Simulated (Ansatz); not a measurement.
# C5H12: vertical ionisation energy

Aim: the vertical ionisation energy of C5H12, as cation minus neutral at the neutral's geometry, on several levels, and how well −ε(HOMO) stands in for it.

Program: Ansatz 0.2.0, Gaussian basis. Level of theory: unrestricted cation, the program's frozen cores in correlated methods. These are calculated values, not measurements.

Plan: UKS PBE-D4/def2-TZVPP; UKS r2SCAN-D4/def2-TZVPP; UKS PBE0-D4/def2-TZVPP; UKS B3LYP-D4/def2-TZVPP; UKS wB97X-V/def2-TZVPP; UKS wB97M-V/def2-TZVPP; UKS B2PLYP/def2-TZVPP; UHF-CCSD(T)/def2-TZVPP; UHF-MP2/def2-QZVPP; extrapolation to the limit; then −ε(HOMO) from the neutral's earlier runs with LDA (SPW92), PBE-D4, revPBE-D4, BLYP-D4, r2SCAN-D4, B97M-V, PBE0-D4, B3LYP-D4, r2SCANh-D4, r2SCAN0-D4, HSE06-D4, BHLYP-D4, CAM-B3LYP-D4, LC-ωPBE, ωB97X-V, ωB97M-V.

## 1. The relaxed structure

The geometry comes from an earlier relaxation with PBE0-D4 in a triple-zeta def2 set; it is a stationary point, not always the lowest conformer.

SMILES `CCC(C)C`, 17 atoms, charge 0, spin multiplicity 1.

Atoms are counted from 1 here; the program's logs count them from 0.

Bond lengths: C1–C2 1.519 Å, C1–H6 1.092 Å, C1–H7 1.092 Å, C1–H8 1.094 Å, C2–C3 1.527 Å, C2–H9 1.098 Å, C2–H10 1.096 Å, C3–C4 1.522 Å, C3–C5 1.522 Å, C3–H11 1.099 Å, C4–H12 1.093 Å, C4–H13 1.095 Å, C4–H14 1.093 Å, C5–H15 1.092 Å, C5–H16 1.095 Å, C5–H17 1.093 Å. Angles: C2–C1–H6 112.0°, C2–C1–H7 111.1°, C2–C1–H8 111.0°, H6–C1–H7 107.3°, H6–C1–H8 107.6°, H7–C1–H8 107.6°, C1–C2–C3 114.7°, C1–C2–H9 109.7°, C1–C2–H10 109.1°, C3–C2–H9 108.6°, C3–C2–H10 108.4°, H9–C2–H10 105.9°, C2–C3–C4 110.4°, C2–C3–C5 112.3°, C2–C3–H11 107.5°, C4–C3–C5 110.5°, C4–C3–H11 108.0°, C5–C3–H11 108.0° and more.

As a file:

```
C    -0.07902    1.48384   -1.44941
C     0.67554    0.40104   -0.69681
C    -0.20611   -0.54591    0.11417
C     0.62651   -1.67846    0.69681
C    -0.96733    0.17723    1.21630
H    -0.59168    2.17075   -0.77244
H     0.59836    2.07955   -2.06557
H    -0.83256    1.04853   -2.11257
H     1.40866    0.86167   -0.02216
H     1.25592   -0.19363   -1.41132
H    -0.94147   -0.98440   -0.57474
H     0.00468   -2.38779    1.24901
H     1.37827   -1.28754    1.39030
H     1.15291   -2.23050   -0.08629
H    -1.63101    0.94867    0.82089
H    -0.27154    0.65826    1.91203
H    -1.58012   -0.52130    1.79180
```

## 2. Cation, UKS PBE-D4/def2-TZVPP

Contents of in.yaml:

```yaml
crystal:
  periodic: [false, false, false]
  atoms:
    - {symbol: C, position_ang: [-0.079025, 1.483842, -1.449410]}
    - {symbol: C, position_ang: [0.675537, 0.401039, -0.696813]}
    - {symbol: C, position_ang: [-0.206114, -0.545912, 0.114168]}
    - {symbol: C, position_ang: [0.626514, -1.678463, 0.696812]}
    - {symbol: C, position_ang: [-0.967333, 0.177234, 1.216303]}
    - {symbol: H, position_ang: [-0.591683, 2.170753, -0.772443]}
    - {symbol: H, position_ang: [0.598361, 2.079546, -2.065575]}
    - {symbol: H, position_ang: [-0.832557, 1.048534, -2.112572]}
    - {symbol: H, position_ang: [1.408659, 0.861666, -0.022161]}
    - {symbol: H, position_ang: [1.255917, -0.193633, -1.411319]}
    - {symbol: H, position_ang: [-0.941474, -0.984397, -0.574737]}
    - {symbol: H, position_ang: [0.004682, -2.387792, 1.249013]}
    - {symbol: H, position_ang: [1.378275, -1.287545, 1.390301]}
    - {symbol: H, position_ang: [1.152905, -2.230497, -0.086289]}
    - {symbol: H, position_ang: [-1.631012, 0.948667, 0.820886]}
    - {symbol: H, position_ang: [-0.271540, 0.658257, 1.912026]}
    - {symbol: H, position_ang: [-1.580116, -0.521301, 1.791801]}
basis:
  gaussian: {orbitals: def2-TZVPP}
total_charge: 1
magnetization: {spin_polarized: true, initial_magnetization: 1}
hamiltonian: {xc: pbe, dispersion: d4}
```

Command:

```
$ ansatz run in.yaml --threads 2 --pin off --events-out ev --progress --plain --max-ram 32768MiB --backend cuda --devices 0, --max-vram 18GiB
```

After this run come: Cation, UKS r2SCAN-D4/def2-TZVPP; Cation, UKS PBE0-D4/def2-TZVPP; Cation, UKS B3LYP-D4/def2-TZVPP; Cation, UKS wB97X-V/def2-TZVPP; Cation, UKS wB97M-V/def2-TZVPP; Cation, UKS B2PLYP (frozen core)/def2-TZVPP; Cation, UHF-CCSD(T)/def2-TZVPP; Cation, UHF-MP2/def2-QZVPP.

Before running them: what should the planned runs give, taken together? Wanted: ionisation energy, CCSD(T)/CBS; nearest functional by difference; nearest −ε(HOMO); −ε(HOMO) of PBE; T1 of the cation.

The runs gave:

| quantity | value |
| --- | --- |
| ionisation energy, CCSD(T)/CBS | 11.33 eV |
| nearest functional by difference | ωB97X-V (-0.27 eV) |
| nearest −ε(HOMO) | ωB97X-V (-0.12 eV) |
| −ε(HOMO) of PBE | 7.42 eV |
| T1 of the cation | 0.024 |

What this shows: Energy differences with functionals land within 0.96 eV of the reference. The PBE orbital energy is 3.9 eV too small: a semilocal HOMO is no ionisation energy. Among orbital estimates ωB97X-V comes nearest. Hartree-Fock falls 0.84 eV short, as the neutral has more correlation energy than the cation. The cation may have settled in a state other than its lowest; no search over hole states beyond the program's own was made.
